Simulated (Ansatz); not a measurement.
# Cost and result for the equilibrium volume of Ga

The structure is monoclinic, space group C2/c (No. 15). Conventional cell: a = 2.766 Å, b = 8.053 Å, c = 3.332 Å, α = 90.00°, β = 92.02°, γ = 90.00°. Ga (site symmetry 2) has 8 Ga at 2.69 to 2.92 Å as nearest neighbours.

This isn't the form of Ga at room conditions, which is orthorhombic.

```tsv
rung	level	program and potentials	cutoff (eV)	k mesh	smearing	spin	core time	chip	equilibrium volume (Å³/atom)	notes
GGA	PBEsol	Ansatz, Ansatz PAW	420	7 × 7 × 6	fermi-dirac 0.05	off	47 s	Arm Neoverse V2	18.07	potentials made for PBE, which Ansatz adapts in part
LDA	LDA	Ansatz, Ansatz PAW	420	10 × 10 × 8	fermi-dirac 0.05	off	70 s	Arm Neoverse V2	17.29	potentials made for PBE, which Ansatz adapts in part
GGA	PBEsol	Ansatz, Ansatz PAW	420	10 × 10 × 8	fermi-dirac 0.05	off	93 s	Arm Neoverse V2	17.92	potentials made for PBE, which Ansatz adapts in part
hybrid	HSEsol	Ansatz, Ansatz PAW	420	5 × 5 × 4	fermi-dirac 0.05	off	1.8 min	AMD EPYC 7R13 Zen 3	17.62	coarse mesh; potentials made for PBE, which Ansatz adapts in part
hybrid	B3LYP	Ansatz, Ansatz PAW	420	5 × 5 × 4	fermi-dirac 0.05	off	1.9 min	AMD EPYC 7R13 Zen 3	20.14	coarse mesh; potentials made for PBE, which Ansatz adapts in part
hybrid	HSE03	Ansatz, Ansatz PAW	420	5 × 5 × 4	fermi-dirac 0.05	off	1.9 min	AMD EPYC 7R13 Zen 3	18.39	coarse mesh; potentials made for PBE, which Ansatz adapts in part
hybrid	PBE0	Ansatz, Ansatz PAW	420	5 × 5 × 4	fermi-dirac 0.05	off	2 min	AMD EPYC 7R13 Zen 3	18.46	coarse mesh; potentials made for PBE, which Ansatz adapts in part
hybrid	PBEsol0	Ansatz, Ansatz PAW	420	5 × 5 × 4	fermi-dirac 0.05	off	2.5 min	AMD EPYC 7R13 Zen 3	17.54	coarse mesh; potentials made for PBE, which Ansatz adapts in part
hybrid	HSE06	Ansatz, Ansatz PAW	420	5 × 5 × 4	fermi-dirac 0.05	off	2.8 min	AMD EPYC 7R13 Zen 3	18.30	coarse mesh; potentials made for PBE, which Ansatz adapts in part
meta-GGA	r2SCAN	Ansatz, Ansatz PAW	500	10 × 10 × 8	fermi-dirac 0.05	off	2.9 min	Arm Neoverse V2	18.12	potentials made for PBE, which Ansatz adapts in part
GGA	PBEsol	Ansatz, Ansatz PAW	420	7 × 7 × 6	fermi-dirac 0.05	SOC, no magnetisation	4.6 min	Arm Neoverse V2	(a)	potentials made for PBE, which Ansatz adapts in part
```

Times are single runs on shared hosts and different chips, so they are rough; meshes, cutoffs and the tasks' sizes weigh on the time. Task: relaxation of cell and atoms. Smearing widths are in eV. For a metal such meshes aren't converged. Meshes differ between rows, which moves values too. Meshes are those of the run's cell of 2 atoms unless a note names another. Relaxations start from the cell shown or near it and stop with a little pressure left. Runs on faulty files, with rough fits or with known faults for this quantity aren't shown. PBE isn't shown for this crystal.

**Question.** Estimate the value left out from the other rows.

**Answer.** (a) 18.05 Å³/atom.
